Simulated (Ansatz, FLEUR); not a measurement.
# TePb: 8 runs at one level of theory

```
Pb Te
1.0
     0.00000    3.23100    3.23100
     3.23100    0.00000    3.23100
     3.23100    3.23100    0.00000
Pb Te
1 1
Direct
  0.00000 0.00000 0.00000
  0.50000 0.50000 0.50000
```

Alike in all runs: task equation of state; functional PBE; k mesh 7 × 7 × 7; occupations fermi-dirac, width 0.05 eV; no spin polarisation; no spin-orbit coupling.

```tsv
program and potentials	plane-wave cutoff (eV)	notes	equilibrium volume (Å³/atom)	bulk modulus (GPa)
Ansatz, PseudoDojo standard	1120	-	35.36	38.7
Ansatz, SPMS NC	680	-	35.39	38.8
Ansatz, Ansatz PAW (files of its older set among them)	640	-	35.45	38.5
Ansatz, JTH PAW	1800	-	35.42	38.6
Ansatz, Ansatz PAW	420	-	35.43	38.5
Ansatz, Ansatz NC	1120	-	35.46	38.5
Ansatz, Ansatz PAW polarizable	420	-	35.43	38.5
FLEUR, all-electron, FLAPW	-	-	35.45	38.5
```

The equilibrium volume spans 35.36 (Ansatz, PseudoDojo standard) to 35.46 Å³/atom (Ansatz, Ansatz NC), with all-electron results at 35.45. The bulk modulus spans 38.5 (Ansatz, Ansatz PAW) to 38.8 GPa (Ansatz, SPMS NC), with all-electron results at 38.5.

Differences between rows come from potentials, basis sets and numerical settings, since the functional is the same but for its coding. Runs on potential files found faulty are left out.
